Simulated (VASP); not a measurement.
# LiH (Fm-3m) in VASP: notebook

One crystal, LiH, is run at these levels: LDA, PBE, PBE+D3(BJ), PBEsol; tasks: relaxation of cell and atoms.

Everything below comes from runs of VASP 6.6.1. Logs are shortened: lines on timing, memory, paths and dates and some standing lists are left out, and cuts for length are marked.

**1. Starting point**

Symmetry: Fm-3m, No. 225, cubic system. The conventional cell has a = 4.017 Å, b = 4.017 Å, c = 4.017 Å, α = 90.00°, β = 90.00°, γ = 90.00°. Li (site symmetry m-3m) is surrounded by 6 H at 2.01 Å. Around H (site symmetry m-3m) lie 6 Li at 2.01 Å.

The cell is a database's computed one.

**2. Relaxation of cell and atoms, LDA**

INCAR

```
SYSTEM = LiH
PREC = Accurate
ENCUT = 600
EDIFF = 1E-7
ISMEAR = 0
SIGMA = 0.02
LREAL = .FALSE.
LASPH = .TRUE.
NELM = 60
ALGO = Normal
ISIF = 3
LWAVE = .FALSE.
LCHARG = .FALSE.
GGA = CA
IBRION = 2
NSW = 90
EDIFFG = -0.005
```

KPOINTS

```
regular mesh
0
G
  10 10 10
  0 0 0
```

POSCAR

```
LiH
1.0
    0.0000000000      2.0086193900      2.0086193900
    2.0086193900      0.0000000000      2.0086193900
    2.0086193900      2.0086193900      0.0000000000
Li H
1 1
Direct
    0.0000000000      0.0000000000      0.0000000000
    0.5000000000      0.5000000000      0.5000000000
```

Potentials or basis: VASP PAW LDA potentials, release 64 (Li_sv, H).

On the command line:

```
$ cat potpaw_LDA.64/Li_sv/POTCAR potpaw_LDA.64/H/POTCAR > POTCAR
$ mpirun -np 1 vasp_std > vasp.out
```

OUTCAR:

```text
SYSTEM = LiH
   PREC = Accurate
   ENCUT = 600
   EDIFF = 1E-7
   ISMEAR = 0
   LREAL = .FALSE.
   LASPH = .TRUE.
   NELM = 60
   ISIF = 3
   GGA = CA
   IBRION = 2
   NSW = 90
   EDIFFG = -0.005

 ion  position               nearest neighbor table
   1  0.000  0.000  0.000-
   2  0.500  0.500  0.500-

  LATTYP: Found a face centered cubic cell.
 ALAT       =     4.0172387800

  Lattice vectors:

 A1 = (   0.0000000000,   2.0086193900,   2.0086193900)
 A2 = (   2.0086193900,   0.0000000000,   2.0086193900)
 A3 = (   2.0086193900,   2.0086193900,   0.0000000000)

Analysis of symmetry for initial positions (statically):
=====================================================================
 Subroutine PRICEL returns:
 Original cell was already a primitive cell.

 Routine SETGRP: Setting up the symmetry group for a
 face centered cubic supercell.

 Subroutine GETGRP returns: Found 48 space group operations
 (whereof 48 operations were pure point group operations)
 out of a pool of 48 trial point group operations.

The static configuration has the point symmetry O_h .

Analysis of symmetry for dynamics (positions and initial velocities):
=====================================================================
 Subroutine PRICEL returns:
 Original cell was already a primitive cell.

 Routine SETGRP: Setting up the symmetry group for a
 face centered cubic supercell.

 Subroutine GETGRP returns: Found 48 space group operations
 (whereof 48 operations were pure point group operations)
 out of a pool of 48 trial point group operations.

The dynamic configuration has the point symmetry O_h .

 Subroutine INISYM returns: Found 48 space group operations
 (whereof 48 operations are pure point group operations),
 and found     1 'primitive' translations

----------------------------------------------------------------------------------------

                                     Primitive cell

  volume of cell :      16.2078

  direct lattice vectors                    reciprocal lattice vectors
     0.000000000  2.008619390  2.008619390    -0.248927200  0.248927200  0.248927200
     2.008619390  0.000000000  2.008619390     0.248927200 -0.248927200  0.248927200
     2.008619390  2.008619390  0.000000000     0.248927200  0.248927200 -0.248927200

  length of vectors
     2.840616783  2.840616783  2.840616783     0.431154557  0.431154557  0.431154557

  position of ions in fractional coordinates (direct lattice)
     0.000000000  0.000000000  0.000000000
     0.500000000  0.500000000  0.500000000

  ion indices of the primitive-cell ions
   primitive index   ion index
                 1           1
                 2           2

----------------------------------------------------------------------------------------

 KPOINTS: regular mesh

Automatic generation of k-mesh.
 Grid dimensions read from file:
 generate k-points for:   10   10   10

 Generating k-lattice:

  Cartesian coordinates                     Fractional coordinates (reciprocal lattice)
    -0.024892720  0.024892720  0.024892720     0.100000000  0.000000000  0.000000000
     0.024892720 -0.024892720  0.024892720     0.000000000  0.100000000  0.000000000
     0.024892720  0.024892720 -0.024892720     0.000000000  0.000000000  0.100000000

  Length of vectors
     0.043115456  0.043115456  0.043115456

  Shift w.r.t. Gamma in fractional coordinates (k-lattice)
     0.000000000  0.000000000  0.000000000

 Subroutine IBZKPT returns following result:
 ===========================================

 Found     47 irreducible k-points:

 Following reciprocal coordinates:
            Coordinates               Weight
  0.000000  0.000000  0.000000      1.000000
  0.100000  0.000000  0.000000      8.000000
  0.200000  0.000000  0.000000      8.000000
  0.300000  0.000000  0.000000      8.000000
  0.400000  0.000000  0.000000      8.000000
  0.500000  0.000000  0.000000      4.000000
[... 16 lines left out ...]
  0.300000  0.300000  0.000000      6.000000
  0.400000  0.300000  0.000000     24.000000
 [... further k-points ...]
   k-points           NKPTS =     47   k-points in BZ     NKDIM =     47   number of bands    NBANDS=      6
   number of dos      NEDOS =    301   number of ions     NIONS =      2
   total plane-waves  NPLWV =  13824
   dimension x,y,z NGX =    24 NGY =   24 NGZ =   24
   dimension x,y,z NGXF=    48 NGYF=   48 NGZF=   48
   ions per type =               1   1
   NGX,Y,Z   is equivalent  to a cutoff of  14.05, 14.05, 14.05 a.u.
   NGXF,Y,Z  is equivalent  to a cutoff of  28.09, 28.09, 28.09 a.u.
 SYSTEM =  LiH
   PREC   = accura    normal or accurate (medium, high low for compatibility)
   ISTART =      0    job   : 0-new  1-cont  2-samecut
   ICHARG =      2    charge: 1-file 2-atom 10-const
   ISPIN  =      1    spin polarized calculation?
   LNONCOLLINEAR =      F non collinear calculations
   LSORBIT =      F    spin-orbit coupling
   LASPH  =      T    aspherical Exc in radial PAW
   ENCUT  =  600.0 eV  44.10 Ry    6.64 a.u.   5.67  5.67  5.67*2*pi/ulx,y,z
   NELM   =     60;   NELMIN=  2; NELMDL= -5     # of ELM steps
   EDIFF  = 0.1E-06   stopping-criterion for ELM
   LREAL  =      F    real-space projection
   EDIFFG = -.5E-02   stopping-criterion for IOM
   NSW    =     90    number of steps for IOM
   IBRION =      2    ionic relax: 0-MD 1-quasi-New 2-CG
   NFREE  =      1    steps in history (QN), initial steepest desc. (CG)
   ISIF   =      3    stress and relaxation
   ISYM   =      2    0-nonsym 1-usesym 2-fastsym
   POTIM  = 0.5000    time-step for ionic-motion
   TEBEG  =    0.0;   TEEND  =   0.0 temperature during run
   PSTRESS=    0.0 pullay stress
   NELECT =       4.0000    total number of electrons
   NUPDOWN=      -1.0000    fix difference up-down
   EMIN   =  10.00;   EMAX   =-10.00  energy-range for DOS
   EFERMI =   0.00;   METHOD = LEGACY
   ISMEAR =     0;   SIGMA  =   0.02  broadening in eV -4-tet -1-fermi 0-gaus
   EFERMI_NEDOS =   21; number of points for ismear=-14 and -15
   IALGO  =     38    algorithm
   IMIX   =      4    mixing-type and parameters
     AMIX     =   0.40;   BMIX     =  1.00
     AMIX_MAG =   1.60;   BMIX_MAG =  1.00
  volume/ion in A,a.u.               =       8.10        54.69
  Fermi-wavevector in a.u.,A,eV,Ry     =   1.026882  1.940525 14.347160  1.054486
  Thomas-Fermi vector in A             =   2.160798
   LORBIT       =      0    0 simple, 1 ext, 2 COOP (PROOUT), +10 PAW based schemes
   GGA     = CA    functional components
   LHFCALC =     F    Hartree Fock is set to
   AEXX    =    0.0000 exact exchange contribution
   IVDW    =     0    specifies the selected vdW correction
   LEPSILON=     F    determine dielectric tensor
   LRPA    =     F    only Hartree local field effects (RPA)
 conjugate gradient relaxation of ions
 non-spin polarized calculation
 Gauss-broadening in eV      SIGMA  =   0.02
  energy-cutoff  :      600.00
  volume of cell :       16.21
 maximum number of plane-waves:       552
   NGX = 11   NGY = 11   NGZ = 11

--------------------------------------- Ionic step        1  -------------------------------------------

 number of electron       3.9999995 magnetization

 Free energy of the ion-electron system (eV)
  ---------------------------------------------------
  ext. energy  EPLUGINS =         0.00000000
  ---------------------------------------------------
  free energy    TOTEN  =        -6.48427810 eV

  energy without entropy =       -6.48427810  energy(sigma->0) =       -6.48427810

------------------------ aborting loop because EDIFF is reached ----------------------------------------

  FORCE on cell =-STRESS in cart. coord.  units (eV):
  Direction    XX          YY          ZZ          XY          YZ          ZX
  --------------------------------------------------------------------------------------
  -------------------------------------------------------------------------------------
  Total       -0.3117526     -0.3117526     -0.3117526     -0.0000000      0.0000000      0.0000000
  in kB      -30.8175228    -30.8175228    -30.8175228     -0.0000000      0.0000000      0.0000000
  external PRESSURE =     -30.8175228 kB  Pullay stress =       0.0000000 kB
[... 93 lines left out ...]
  energy  without entropy=       -6.4979060491  energy(sigma->0) =       -6.49790605

--------------------------------------- Ionic step        4  -------------------------------------------

 number of electron       4.0000002 magnetization

 Free energy of the ion-electron system (eV)
  ---------------------------------------------------
  ext. energy  EPLUGINS =         0.00000000
  ---------------------------------------------------
  free energy    TOTEN  =        -6.49837183 eV

  energy without entropy =       -6.49837183  energy(sigma->0) =       -6.49837183

 E-fermi :   0.8819     XC(G=0):  -9.0820

 val. band max:        0.6235736526   @ k =   0.5000   0.5000   0.0000
 cond. band min:       3.1482609495   @ k =   0.5000   0.5000   0.0000
 fundamental gap:      2.5246872969
 Fermi energy:         0.8819361833

 k-point     1 :       0.0000    0.0000    0.0000
  band No.  band energies     occupation
      1     -42.7910      2.00000
      2      -5.2498      2.00000
      3      17.8426      0.00000
      4      18.8662      0.00000
      5      18.8662      0.00000
      6      18.8662      0.00000

 k-point     2 :       0.1000    0.0000    0.0000
  band No.  band energies     occupation
      1     -42.7842      2.00000
      2      -5.0714      2.00000
      3      15.8803      0.00000
      4      18.1970      0.00000
      5      18.4547      0.00000
      6      18.4547      0.00000
[... 190 lines left out ...]
 k-point    24 :       0.4000    0.3000    0.0000
  band No.  band energies     occupation
      1     -42.7159      2.00000
      2      -2.0146      2.00000
      3       7.3233      0.00000
      4      11.0985      0.00000
      5      12.4488      0.00000
      6      17.2388      0.00000

 [... further k-points ...]

------------------------ aborting loop because EDIFF is reached ----------------------------------------

  FORCE on cell =-STRESS in cart. coord.  units (eV):
  Direction    XX          YY          ZZ          XY          YZ          ZX
  --------------------------------------------------------------------------------------
  -------------------------------------------------------------------------------------
  Total        0.0036411      0.0036411      0.0036411      0.0000000     -0.0000000      0.0000000
  in kB        0.3935146      0.3935146      0.3935146      0.0000000     -0.0000000      0.0000000
  external PRESSURE =       0.3935146 kB  Pullay stress =       0.0000000 kB
[... 17 lines left out ...]
  FREE ENERGIE OF THE ION-ELECTRON SYSTEM (eV)
  ---------------------------------------------------
  free  energy   TOTEN  =        -6.4983718268 eV

  energy  without entropy=       -6.4983718268  energy(sigma->0) =       -6.49837183

 reached required accuracy - stopping structural energy minimisation
```

It took 8.8 s on 1 thread of Intel Xeon Platinum 8488C (Sapphire Rapids), shared host; peak memory 0.12 GiB.

Results:

- Free energy: -6.4984 eV
- Relaxed volume: 7.41 Å³/atom
- Relaxed cell: a = 2.757 Å, b = 2.757 Å, c = 2.757 Å, α = 60.00°, β = 60.00°, γ = 60.00°
- Space group after relaxing (to 0.05 Å): Fm-3m (No. 225)
- Energy gained by relaxing: 7.0 meV/atom
- Ionic steps: 4
- Pressure after relaxing: 0.0 GPa
- Band gap on the k mesh: 2.52 eV, direct

The path:
```
step  energy change (eV)  largest force (eV/Å)  pressure (GPa)  volume (Å³)
   1              0.0000                0.0000           -3.08        16.21
   2             -0.0062                0.0000           -2.39        15.84
   3             -0.0136                0.0000           -0.62        15.07
   4             -0.0141                0.0000            0.04        14.82
```

Final structure:
```cif
data_structure
_symmetry_space_group_name_H-M 'P 1'
_symmetry_Int_Tables_number 1
_cell_length_a 2.7574
_cell_length_b 2.7574
_cell_length_c 2.7574
_cell_angle_alpha 60.000
_cell_angle_beta 60.000
_cell_angle_gamma 60.000
_cell_volume 14.82
loop_
_atom_site_label
_atom_site_type_symbol
_atom_site_fract_x
_atom_site_fract_y
_atom_site_fract_z
_atom_site_occupancy
Li1 Li 0.00000 0.00000 0.00000 1
H1 H 0.50000 0.50000 0.50000 1
```

Caveat: the cutoff is under 1.25 times the usual one of these potentials, so pressure, stress and relaxed cells hold a basis-set (Pulay) error.

(Part 1 of 2 ends here.)
